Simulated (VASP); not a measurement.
Here is a VASP 6.6.1 calculation.

POSCAR

```
Sb
1.0
   -1.8713408863      1.8713408863      1.8713408863
    1.8713408863     -1.8713408863      1.8713408863
    1.8713408863      1.8713408863     -1.8713408863
Sb
1
Direct
    0.0000000000      0.0000000000      0.0000000000
```

INCAR.step1

```
ALGO = Normal ; EDIFF = 1E-5
ENCUT = 520 ; GGA = PE
ISIF = 2 ; ISMEAR = -1
LASPH = True ; LCHARG = False
LREAL = False ; LWAVE = True
NBANDS = 8 ; NELM = 80
PREC = Accurate ; SIGMA = 0.05
```

File INCAR.step2:

```
AEXX = 0.3 ; ALGO = Normal
EDIFF = 1E-6 ; ENCUT = 520
GGA = PE ; HFRCUT = -1
ISIF = 2 ; ISMEAR = -1
ISTART = 1 ; LASPH = True
LCHARG = False ; LHFCALC = True
LREAL = False ; LWAVE = False
NBANDS = 8 ; NELM = 80
PREC = Accurate ; PRECFOCK = Fast
SIGMA = 0.05
```

File KPOINTS:

```
k-points
0
Gamma
  5 5 5
```

Potentials or basis: VASP PAW PBE potentials, release 64 (Sb).

Launch:

```bash
$ cat potpaw_PBE.64/Sb/POTCAR > POTCAR
$ cp INCAR.step1 INCAR
$ mpirun -np 1 vasp_std > vasp.out
$ cp INCAR.step2 INCAR
$ mpirun -np 1 vasp_std > vasp.out
```

Task: Estimate the pressure.

Result: -4.6 GPa.

Task: Predict the band gap on the k mesh.

Result: None (metal or under the smearing width).

Caveat: the k mesh is coarse (spacing up to 0.47 Å⁻¹), so the values aren't converged, least of all with exact exchange; the PAW data sets were made with another functional, which shifts forces and pressure a little. Spin-orbit coupling is left out, which matters for the levels of Sb.
